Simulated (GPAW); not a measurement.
Runs of GPAW 26.7.0 on BN. It takes space group F-43m (No. 216, cubic). The conventional cell has a = 3.626 Å, b = 3.626 Å, c = 3.626 Å, α = 90.00°, β = 90.00°, γ = 90.00°. N (site symmetry -43m) is surrounded by 4 B at 1.57 Å. Around B (site symmetry -43m) lie 4 N at 1.57 Å. The cell is a database's computed one.

| cell | target pressure | gap on the mesh (eV) | pressure (GPa) |
| --- | --- | --- | --- |
| relaxed to 30 GPa | 30 GPa | 4.45 | 29.9 |
| relaxed to 10 GPa | 10 GPa | (a) | 10.4 |
| relaxed to 5 GPa | 5 GPa | 4.39 | 5.2 |
| relaxed to 20 GPa | 20 GPa | (b) | 20.0 |
| relaxed to 2 GPa | 2 GPa | 4.38 | 2.1 |

Alike in all rows: task relaxation of cell and atoms; level PBEsol; potentials or basis PAW data sets generated in the run's folder for this functional, pw; no spin polarisation; k mesh 13 × 13 × 13; cutoff (eV) 800; smearing fermi-dirac 0.05 eV.

Problem. Fill in the values left out.

Solution. (a) 4.40; (b) 4.43.

Caveats: later steps reuse the first step's grids; an odd mesh through Γ misses points on the zone boundary, where band edges often lie.

Runs at the PBE level aren't shown here.
